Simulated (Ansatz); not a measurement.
Crystal: KTaO3.

```xyz
5
Lattice="3.9883 0.0000 0.0000 0.0000 3.9883 0.0000 0.0000 0.0000 3.9883" Properties=species:S:1:pos:R:3 pbc="T T T"
Ta    0.0000    0.0000    0.0000
K     1.9942    1.9942    1.9942
O     0.0000    0.0000    1.9942
O     0.0000    1.9942    0.0000
O     1.9942    0.0000    0.0000
```

* Program: Ansatz 0.2.0
* Task: relaxation of cell and atoms
* Functional: RPBE
* Dispersion: D4
* Potentials or basis: Ansatz PAW
* Cutoff: 420 eV (not typed: the program's choice for these potentials)
* k mesh: 7 × 7 × 7
* Occupations: fermi-dirac, width 0.05 eV
* Spin: no spin polarisation

At the start: volume 12.69 Å³/atom.

Task: How do energy, volume and symmetry change on relaxing?

Result: It ends after 6 steps and the volume is 13.04 Å³/atom (+2.8 %); space group Pm-3m (No. 221, to 0.05 Å).

The path:
| step | energy change (eV) | largest force (eV/Å) | volume (Å³) |
| --- | --- | --- | --- |
| 1 | 0.0000 | 0.0000 | 63.44 |
| 2 | -0.0203 | 0.0000 | 65.48 |
| 3 | -0.0223 | 0.0000 | 65.15 |
| 4 | -0.0284 | 0.0000 | 65.15 |
| 5 | -0.0283 | 0.0000 | 65.19 |
| 6 | -0.0285 | 0.0000 | 65.19 |

Final structure:
```yaml
crystal:
  lattice:
    - [4.02465, 0.00000, 0.00000]
    - [0.00000, 4.02465, 0.00000]
    - [0.00000, 0.00000, 4.02465]
  atoms:
    - { symbol: Ta, position: [0.00000, 0.00000, 0.00000] }
    - { symbol: K, position: [0.50000, 0.50000, 0.50000] }
    - { symbol: O, position: [0.00000, 0.00000, 0.50000] }
    - { symbol: O, position: [0.00000, 0.50000, 0.00000] }
    - { symbol: O, position: [0.50000, 0.00000, 0.00000] }
```

Caveat: the plane-wave basis is chosen anew once the cell has moved, so the energies of steps on either side of that aren't comparable; the pressure holds a Pulay correction of +0.5 GPa for the finite cutoff; the PAW data sets come from PBE, with cores solved anew for the run's functional, which leaves a small shift of forces and pressure.
